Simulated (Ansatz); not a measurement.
**Te2Pt (Moncheite): band structure with HSEsol**

Te2Pt (Moncheite):

```
CELL_PARAMETERS angstrom
4.01000 0.00000 0.00000
-2.00500 3.47276 0.00000
0.00000 0.00000 5.20100
ATOMIC_POSITIONS crystal
Pt 0.00000 0.00000 0.00000
Te 0.66667 0.33333 0.75000
Te 0.33333 0.66667 0.25000
```

```json
{"Program": "Ansatz 0.2.0", "Task": "band structure", "Functional": "HSEsol", "Potentials or basis": "Ansatz PAW", "Cutoff": "420 eV (not typed: the program's choice for these potentials)", "k mesh": "4 × 4 × 3", "Occupations": "fermi-dirac, width 0.05 eV", "Spin": "no spin polarisation", "Path": "[[\"G\", \"M\", \"K\", \"G\", \"A\", \"L\", \"H\", \"A\"], [\"L\", \"M\"], [\"K\", \"H\"]]", "Points for each segment of the path": "4"}
```

| Property | Result |
| --- | --- |
| Pressure | 2.1 GPa |
| Largest force | 0.306 eV/Å |
| Band gap on the k mesh | none (metal or under the smearing width) |

Forces on the atoms (eV/Å):
```
Pt   0.000  0.000  0.000
Te   0.000  0.000 -0.306
Te   0.000  0.000  0.306
```

Stress tensor (GPa, compression positive):
```
2.37 0.00 0.00
0.00 2.37 0.00
0.00 0.00 1.47
```

Levels at the corners of the path, in eV from the Fermi level:
```
point  band 22  band 23  band 24  band 25  band 26  band 27  band 28  band 29
    Γ    -3.78    -1.02    -1.02     1.11     1.11     1.36     2.75     4.82
    M    -4.69    -4.33    -4.20    -3.69     0.18     2.81     3.90     5.58
    K    -5.18    -2.80    -2.76    -2.76    -0.24    -0.24     3.06     6.80
    Γ    -3.78    -1.02    -1.02     1.11     1.11     1.36     2.75     4.82
    A    -2.83    -1.88    -1.64    -1.64     2.39     2.39     4.23     5.22
    L    -4.91    -4.40    -3.36    -1.21     0.56     1.52     4.48     4.67
    H    -5.03    -4.92    -3.85    -3.85     2.65     2.65     6.45     7.16
    A    -2.83    -1.88    -1.64    -1.64     2.39     2.39     4.23     5.22
    L    -4.91    -4.40    -3.36    -1.21     0.56     1.52     4.48     4.67
    M    -4.69    -4.33    -4.20    -3.69     0.18     2.81     3.90     5.58
    K    -5.18    -2.80    -2.76    -2.76    -0.24    -0.24     3.06     6.80
    H    -5.03    -4.92    -3.85    -3.85     2.65     2.65     6.45     7.16
```

Wall time 69 s on 1 × NVIDIA H100 80GB HBM3 with 2 threads of AMD EPYC 7R13 Processor (Zen 3) (shared host), peak memory 1.9 GiB.

Caveat: the k mesh is coarse (spacing up to 0.45 Å⁻¹), so the values aren't converged, least of all with exact exchange; spin-orbit coupling is left out, which moves the levels of the heavy elements; the PAW data sets come from PBE, with cores solved anew for the run's functional, which leaves a small shift of forces and pressure; the thresholds are loose for stress.
